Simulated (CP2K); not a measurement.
Crystal: Si.

```
CELL_PARAMETERS angstrom
5.08062 0.00000 0.00000
-3.62585 3.55892 0.00000
-0.72738 -1.77946 4.70289
ATOMIC_POSITIONS crystal
Si 0.82120 0.17880 0.00000
Si 0.17880 0.82120 0.00000
Si 0.82120 0.82120 0.64240
Si 0.17880 0.17880 0.35760
```

This isn't the form of Si at room conditions, which is diamond.

- Program: CP2K 2026.2
- Task: single point
- Functional: PBE
- Potentials or basis: POTENTIAL_UZH Si GTH-PBE-q4; TZVP-MOLOPT-PBE-GTH basis
- Density cutoff: 6123 eV
- k mesh: 8 × 8 × 8
- Occupations: fermi-dirac, width 0.05 eV
- Spin: no spin polarisation

On this cell: pressure 1.2 GPa; largest force 0.023 eV/Å; band gap on the k mesh 0.40 eV, indirect (least direct gap 0.57 eV).

The same run follows on a disturbed copy (atoms moved at random, drawn with an rms of 0.05 Å):

```
Si
1.0
     5.08062    0.00000    0.00000
    -3.62585    3.55892    0.00000
    -0.72738   -1.77946    4.70289
Si
4
Cartesian
  3.5292 0.6143 0.0113
  -2.1553 2.9051 -0.0200
  0.7361 1.7894 3.0831
  -0.0148 0.0439 1.6747
```

**Question.** What changes?

**Answer.** The energy moves by +30.8 meV/atom; pressure 2.1 GPa; largest force 1.617 eV/Å; band gap on the k mesh none (metal or under the smearing width).

Forces on the atoms (eV/Å):
```
Si  -1.058  0.159 -0.049
Si   1.438 -0.227  0.703
Si  -0.451  0.401 -1.424
Si   0.070 -0.333  0.769
```

Stress tensor (GPa, compression positive):
```
 2.52 -2.03  1.68
-2.03 -0.15 -0.37
 1.68 -0.37  3.79
```

Caveats: the basis of atomic orbitals isn't converged, which shifts pressures, moduli and gaps.
